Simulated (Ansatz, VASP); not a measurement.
## H: VASP beside Ansatz

The input INCAR:

```
  PREC = Accurate
  ENCUT = 520
  EDIFF = 1E-6
  ISMEAR = -1
  SIGMA = 0.05
  LREAL = False
  LASPH = True
  NELM = 100
  ALGO = Normal
  ISIF = 2
  LWAVE = False
  LCHARG = False
  GGA = PE
  NBANDS = 6
```

File KPOINTS:

```
regular mesh
0
Gamma
  10 10 26
```

Contents of POSCAR:

```
H
1.0
    2.6761351263      0.0000000000      0.0000000000
    0.0000000000      2.6496387389      0.0000000000
    0.0000000000      0.0000000000      0.9804929200
H
1
Direct
    0.0000000000      0.0000000000      0.5000000000
```

Contents of input.yaml:

```yaml
crystal:
  lattice:
    - [2.6761351263, 0.0, 0.0]
    - [0.0, 2.6496387389, 0.0]
    - [0.0, 0.0, 0.98049292]
  atoms:
    - { symbol: H, position: [0.0, 0.0, 0.5] }
hamiltonian:
  xc: pbe
  pseudopotentials: { kind: paw }
kpoints:
  mp_grid: { grid: [10, 10, 26] }
scf:
  occupations: { method: fermi_dirac, width: 0.05 }
output:
  forces: true
  stress: true
  eigenvalues: true
  write_density: true
  write_potential: true
  elf: true
  volumetric_format: npy
```

Change from the starting cell: strain = 0.01.

Alike in both runs: task single point; functional PBE; k mesh 10 × 10 × 26; occupations fermi-dirac, width 0.05 eV; no spin polarisation.

```csv
,VASP,Ansatz
version,VASP 6.6.1,Ansatz 0.2.0
potentials or method,"VASP PAW PBE potentials, release 64 (H)",Ansatz PAW
plane-wave cutoff (eV),520,420
valence electrons in the cell,1,1
```

Ansatz gave:

```
gap on the k mesh at the Fermi level (eV)       : none
pressure (GPa)                                  : 1.8
largest component of the traceless stress (GPa) : 1.37
```

Task: Estimate VASP's values.

Result: gap on the k mesh at the Fermi level (eV): none; pressure (GPa): 1.5; largest component of the traceless stress (GPa): 1.37.

A gap of «none» marks a metal or a gap that the smearing closes.
